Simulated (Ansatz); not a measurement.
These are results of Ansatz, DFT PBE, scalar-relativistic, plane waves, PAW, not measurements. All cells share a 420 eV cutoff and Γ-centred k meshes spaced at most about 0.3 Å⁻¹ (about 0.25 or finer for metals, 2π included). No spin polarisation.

All energies are static (0 K, no zero-point motion).

**Question.** Order these relaxed structures of CaB by energy, lowest first, with the energy over the lowest of them.
1.

Space group C2/m (No. 12). a = 8.908 Å, b = 4.262 Å, c = 6.045 Å, α = 90.00°, β = 129.75°, γ = 90.00°
```json
{"atom": "Ca", "site": "4i", "symmetry": "m", "x": "0.2521", "y": "0.0000", "z": "0.7492"}
{"atom": "B", "site": "4i", "symmetry": "m", "x": "0.0064", "y": "0.0000", "z": "0.1327"}
```

2.

Space group P-6m2 (No. 187). a = 3.679 Å, b = 3.679 Å, c = 3.559 Å, α = 90.00°, β = 90.00°, γ = 120.00°
```tsv
atom	site	symmetry	x	y	z
Ca	1f	-6m2	0.6667	0.3333	0.5000
B	1c	-6m2	0.3333	0.6667	0.0000
```

**Answer.** 1 (0 meV/atom), 2 (901 meV/atom). Forms: cell 1 C2/m; cell 2 tungsten carbide type, P-6m2. Counting B atoms around Ca (those within 1.25 times the shortest such distance or 1.15 times the sum of covalent radii): cell 1 has Ca 6; cell 2 has Ca 6. Cell 1 holds B–B pairs (shortest 1.53 Å); in cell 2 the shortest B–B distance is 3.56 Å. Both come from invented guesses. Even the lowest of the cells shown lies +0.10 eV/atom against the elements.

Cells relaxed within their symmetry can be saddle points. Some types were kept out of the candidates beforehand, so the set may lack a known form.
